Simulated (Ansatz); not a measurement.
Formation energy of PbSe (rocksalt structure)

Level of theory: DFT, r²SCAN, scalar-relativistic, no spin polarisation; plane waves to 500 eV with PAW datasets (Ansatz 0.2.0), 10×10×10 k-mesh, Gaussian smearing of 0.05 eV; PAW files: Ansatz's generated set soft_2.

The start was a prototype's sites filled with these elements; the Crystallography Open Database holds the compound in this structure.

Symmetry: Fm-3m, No. 225, cubic system. The conventional cell has a = 6.178 Å, b = 6.178 Å, c = 6.178 Å, α = 90.00°, β = 90.00°, γ = 90.00°. Pb (site symmetry m-3m) is surrounded by 6 Se at 3.09 Å. Se (site symmetry m-3m) has 6 Pb at 3.09 Å as nearest neighbours. (Neighbours are counted to 15 % beyond the shortest distance.)

The elements were computed in their standard states with the same datasets, cutoff and functional. Total energies depend on the potentials used, so only differences within one code and one set of settings carry meaning.

Energy of the relaxed cell (2 atoms, smearing extrapolated to zero): -17400.333 eV. Elements, in eV/atom: Pb -11920.859, Se -5478.127.

Question: What is the formation energy?

Answer: [-17400.333 − (1 × -11920.859 + 1 × -5478.127)] / 2 = -0.67 eV/atom, or -65 kJ per mole of atoms.

The value is for 0 K, without zero-point energy. Uncorrected semilocal values for oxides, chalcogenides and halides often miss by tenths of an eV an atom. A negative value shows stability against the elements alone, not against other compounds or structures.

Bader charges against formal ones: Pb +0.96 (+2), Se −0.96 (−2). The cations give up 48 % of the formal charge; Bader charges stay under formal ones because the anions' density reaches into the cations' basins, the more so the higher the formal charge and the softer the anion.

For elements this heavy, spin–orbit coupling would shift levels and gaps; it isn't included here.
